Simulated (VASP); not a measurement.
**NaI in VASP: how settings move the PBE single point**

The PBE single point of NaI (zincblende), under +1.5 % strain along x alone is repeated with altered inputs. Which of them can be trusted? This is a trial cell built on a prototype, not taken from a measured structure, and it needn't be the compound's ground state.

Code: VASP 6.6.1. PAW datasets, plane waves. Note: simulated data, non-magnetic, for a generated structure that need not be the stable one.

## 1. The structure to begin with

The cell comes from an earlier relaxation with r2SCAN in another program, then strained, with the atoms relaxed again.

The symmetry is I-4m2 (No. 119, tetragonal); a = 5.011 Å, c = 7.193 Å in the conventional setting, 45.15 Å³ an atom. Near Na stand 4 I at 3.08 Å; near I stand 4 Na at 3.08 Å.

Coordinates:

```xyz
2
Lattice="0.0000 3.5432 3.5432 3.5963 0.0000 3.5432 3.5963 3.5432 0.0000" Properties=species:S:1:pos:R:3 pbc="T T T"
Na    0.0000    0.0000    0.0000
I     1.7982    1.7716    1.7716
```

## 2. The reference run

Input file INCAR:

```
ENCUT = 520.000000
SIGMA = 0.020000
EDIFF = 1.00e-07
GGA = PE
PREC = Accurate
IBRION = -1
ISIF = 2
ISMEAR = -1
NBANDS = 14
NELM = 120
NSW = 0
LASPH = .TRUE.
LCHARG = .FALSE.
LWAVE = .FALSE.
LREAL = .FALSE.
```

Input file KPOINTS:

```
KPOINTS created by Atomic Simulation Environment
0
Gamma
6 6 6
0 0 0
```

Input file POSCAR:

```
Na I
 1.0000000000000000
     0.0000000000000000    3.5431916337999998    3.5431916337999998
     3.5963395082999998    0.0000000000000000    3.5431916337999998
     3.5963395082999998    3.5431916337999998    0.0000000000000000
 Na  I
   1   1
Cartesian
  0.0000000000000000  0.0000000000000000  0.0000000000000000
  1.7981697541499999  1.7715958168999999  1.7715958168999999
```

A file KPOINTS_OPT adds named points for the levels; it doesn't enter the self-consistent loop.

Potentials: the recommended PBE PAW datasets, 14 valence electrons.

Command:

```bash
> mpirun -np 1 vasp_std
```

## 3. Altered input 1

Changes to INCAR since step 2:

```diff
@@ -8,4 +8,2 @@
 ISMEAR = -1
-NBANDS = 14
-NELM = 120
 NSW = 0
@@ -15 +13,4 @@
 LREAL = .FALSE.
+NBANDS = 8
+ALGO = Conjugate
+NELM = 92
```

KPOINTS is that of step 2.

POSCAR is that of step 2.

## 4. Altered input 2

Changes to INCAR since step 2:

```diff
@@ -8,4 +8,2 @@
 ISMEAR = -1
-NBANDS = 14
-NELM = 120
 NSW = 0
@@ -15 +13,3 @@
 LREAL = .FALSE.
+NBANDS = 8
+NELM = 96
```

KPOINTS is that of step 2.

POSCAR is that of step 2.

## 5. Altered input 3

Input file INCAR:

```
ENCUT = 520.000000
SIGMA = 0.020000
PREC = Accurate
IBRION = -1
ISIF = 2
ISMEAR = -1
NBANDS = 14
NSW = 0
LASPH = .TRUE.
LCHARG = .FALSE.
LWAVE = .FALSE.
LREAL = .FALSE.
GGA = 91
EDIFF = 1e-06
NELM = 84
```

KPOINTS is that of step 2.

POSCAR is that of step 2.

**Question.** What will these runs give? Wanted: for each run, changed; ending; energy change; pressure; electronic steps; usable.

**Answer**, as computed:

| run | changed | ending | energy change (meV/atom) | pressure (GPa) | gap on the mesh (eV; negative: overlap) | electronic steps | time | usable |
| --- | --- | --- | --- | --- | --- | --- | --- | --- |
| ref. | – | converged | 0 | 0.2 | 3.79 | 14 | 42 s | yes |
| 1 | NBANDS = 8, ALGO = Conjugate, NELM = 92 | converged | 0.0 | 0.2 | 3.79 | 18 | 30 s | yes |
| 2 | NBANDS = 8, NELM = 96 | converged | 0.0 | 0.2 | 3.79 | 14 | 23 s | yes |
| 3 | GGA = 91, EDIFF = 1e-06, NELM = 84 | converged | – | 0.2 | 3.83 | 13 | 36 s | yes |

**Reading.** Of 3 altered inputs, 3 gave usable results.

Spin-orbit coupling is left out, though the cell holds I; it can move the gap.
